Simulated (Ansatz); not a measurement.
## InP under changes of volume

One of the cells (25.167 Å³/atom); the others are scaled copies at fixed shape and fractional positions:

```
In P
1.0
     0.00000    2.93050    2.93050
     2.93050    0.00000    2.93050
     2.93050    2.93050    0.00000
In P
1 1
Direct
  0.00000 0.00000 0.00000
  0.75000 0.75000 0.75000
```

- Program: Ansatz 0.2.0
- Functional: rPW86-PBE
- Dispersion: rVV10
- Potentials or basis: Ansatz PAW
- Cutoff: 420 eV (not typed: the program's choice for these potentials)
- k mesh: 8 × 8 × 8
- Occupations: fermi-dirac, width 0.05 eV
- Spin: no spin polarisation

```csv
volume (Å³/atom),energy over the lowest point (meV/atom),pressure (GPa),gap on the mesh (eV)
23.657,81.04,9.5,0.90
24.160,54.37,7.5,0.78
24.663,33.73,5.7,0.66
25.167,18.49,4.1,0.55
25.670,8.11,2.6,0.44
26.173,?,?,?
26.677,0.00,0.1,0.23
```

Question: What does the run at 26.173 Å³/atom give?

Answer: Energy over the lowest point 2.09 meV/atom; pressure 1.3 GPa; gap on the mesh 0.33 eV.

Worked out: A Birch-Murnaghan fit of order 3 (a polynomial in V^(-2/3)) to the other rows has its minimum at 26.72 Å³/atom, just outside them, with B0 = V·E''(V) = 59 GPa and B' = 4.7. It gives 2.10 meV/atom at 26.173 Å³/atom, against the run's 2.09, and -dE/dV = 1.3 GPa, against 1.3. A straight line through the other rows of the gap, of slope -5.57 eV per unit of ln V (its deformation potential), gives 0.33 eV, against the run's 0.33.

Energies are extrapolated to zero smearing.

Caveats: spin-orbit coupling is left out, which moves the levels of the heavy elements; the PAW data sets come from PBE, with cores solved anew for the run's functional, which leaves a small shift of forces and pressure.
